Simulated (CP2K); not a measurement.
# Ge: equation of state with PBEsol

**What was measured.**

From “Sub-monolayer structures of Ag overlayers on Ge(111): experimental observations and first-principles study”, 2019, arxiv:1908.00180, for a bulk crystal of Ge: bulk modulus 75.8 GPa.

Crystal: Ge.

```
Ge
1.0
     4.00068    0.00000    0.00000
     2.00034    3.46469    0.00000
     2.00034    1.15490    3.26654
Ge
2
Direct
  0.75000 0.75000 0.75000
  0.50000 0.50000 0.50000
```

| Quantity | Value |
| --- | --- |
| Program | CP2K 2026.2 |
| Task | equation of state |
| Functional | PBEsol |
| Potentials or basis | POTENTIAL_UZH Ge GTH-PBE-q4; TZVP-MOLOPT-PBE-GTH basis |
| Density cutoff | 6123 eV |
| k mesh | 8 × 8 × 8 |
| Occupations | fermi-dirac, width 0.0259 eV |
| Spin | no spin polarisation |
| SCF solver | diagonalisation with k points |
| Quickstep method | GPW |
| EPS_DEFAULT | 1.0E-9 |
| EPS_SCF | 1.0E-6 |
| MAX_SCF | 100 |
| SCF_GUESS | ATOMIC |
| k points reduced by the point group | yes |
| Mesh centred on Gamma | yes |
| CHOLESKY | OFF |
| EPS_EIGVAL | 1.0E-7 |
| MIXING METHOD | BROYDEN_MIXING |
| MIXING ALPHA | 0.4 |
| NBUFFER | 8 |
| NGRIDS | 5 |
| Basis sets | Ge TZVP-MOLOPT-PBE-GTH-q4 |
| Potentials | Ge GTH-PBE-q4 of POTENTIAL_UZH |
| ADDED_MOS | [10] |
| REL_CUTOFF (Ry) | 60 Ry |
| MIXING BETA (1/bohr) | 1.5 1/bohr |
| CUTOFF of the grids | 450 Ry |

The equilibrium volume is 23.78 Å³/atom and the bulk modulus is 60 GPa. The pressure derivative of the bulk modulus is 5.0 (rough: it moves with the points fitted).

Energy against volume, from the lowest point:
```csv
volume (Å³/atom),energy (meV/atom)
21.281,61.33
21.733,39.25
22.186,22.68
22.639,11.02
23.092,3.56
23.545,0.01
23.997,0.00
```

All runs of the series together: 64 s on 2 threads of Arm Neoverse V1, with other jobs on the host.

Against the measured bulk modulus of Ge, 75.8 GPa (quoted in “Sub-monolayer structures of Ag overlayers on Ge(111): experimental observations and first-principles study”, 2019, arxiv:1908.00180), the calculated 60 GPa is off by -20.3 %. The fit is for a static lattice scaled at fixed shape and fixed fractional positions.

Caveat: the potentials were made for another functional, which shifts forces and pressure; the basis of atomic orbitals isn't converged, which shifts pressures, moduli and gaps.
